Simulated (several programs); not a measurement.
# What each method gives for PbSe (zincblende)

Zincblende PbSe, relaxed with r2SCAN in Ansatz, was computed with several methods. It is cubic, F-43m (No. 216); a = 6.846 Å in the conventional setting, 40.11 Å³ an atom. Around Pb lie 4 Se at 2.96 Å; around Se lie 4 Pb at 2.96 Å. The calculation is spin-unpolarised, and the structure need not be a phase that has been made.

```cif
data_structure
_symmetry_space_group_name_H-M 'P 1'
_symmetry_Int_Tables_number 1
_cell_length_a 4.8411
_cell_length_b 4.8411
_cell_length_c 4.8411
_cell_angle_alpha 60.000
_cell_angle_beta 60.000
_cell_angle_gamma 60.000
_cell_volume 80.23
loop_
_atom_site_label
_atom_site_type_symbol
_atom_site_fract_x
_atom_site_fract_y
_atom_site_fract_z
_atom_site_occupancy
Pb1 Pb 0.00000 0.00000 0.00000 1
Se1 Se 0.25000 0.25000 0.25000 1
```

Gaps and times are for a single point on this cell; volume and bulk modulus come from each method's own relaxation or energy curve at fixed shape. Times are rough, from shared hosts (Arm Neoverse V1; NVIDIA H100 80GB HBM3), and each method has its own mesh and cell size. PM6 (MOPAC), PM7 (MOPAC), GFN1-xTB (tblite), GFN2-xTB (tblite) treat a cluster of cells at its zone centre, which samples few k points: where these miss a band edge, the gap comes out too large for that reason alone. Gaps from k meshes are read at a limited set of points (mesh, symmetry points, PBE's band edges), so each method's own least gap may be somewhat smaller. xTB and the PM methods were fitted mostly to molecules, and can miss a solid's gap by electronvolts. Minimal bases can be far off for gaps. Times of the plane-wave ladder aren't listed, since it ran on unlike processors and cards. GLLB-SC's gap includes the derivative discontinuity. G0W0 is at finite bands, cutoff and mesh. d marks a direct gap, i an indirect one (no mark: not told apart), a dash a value that wasn't computed or didn't pass its checks.

```csv
method,kind,gap (eV),own volume (Å³/atom),bulk modulus (GPa),atoms computed,processor time
light PBE (260 eV and a coarse mesh),light plane-wave,0.65 i,–,–,2,1 s
GFN1-xTB (tblite),tight binding,1.31,–,–,cluster,1.6 s
GFN2-xTB (tblite),tight binding,3.32,37.43,35,cluster,2.6 s
PM6 (MOPAC),semi-empirical,1.12,–,–,cluster,2.7 s
PBE/single zeta (GPAW),small basis,0.76 i,–,–,2,2.8 s
PM7 (MOPAC),semi-empirical,4.21,–,–,cluster,3 s
PBE,semilocal,0.62 i,41.02,31,2,–
PBE/SZV (CP2K),small basis,0.80 i,42.41,35,2,5.2 s
PBE/DZVP (CP2K),small basis,0.52 i,41.00,31,2,9.1 s
r2SCAN,semilocal,0.79 i,40.11,34,2,–
GLLB-SC (GPAW),model potential,1.58,–,–,2,13 s
G0W0@r2SCAN (180 eV screening cutoff),many-body,1.19,–,–,2,–
G0W0@PBE (260 eV screening cutoff),many-body,1.17,–,–,2,–
```

Against r2SCAN (0.79 eV) and with closed or daggered gaps left aside, the nearest gap at the points sampled is that of PBE/SZV (CP2K) (+0.01 eV) and the farthest that of PM7 (MOPAC) (+3.42 eV). r2SCAN is only a yardstick of convenience: semilocal gaps usually lie below measured ones, which GLLB-SC and hybrids aim to mend.

Volumes against r2SCAN's: GFN2-xTB (tblite) -6.7 %, PBE +2.3 %, PBE/SZV (CP2K) +5.7 %, PBE/DZVP (CP2K) +2.2 %.

Spin-orbit coupling is left out, which matters wherever the heavy atoms make up the band edges.
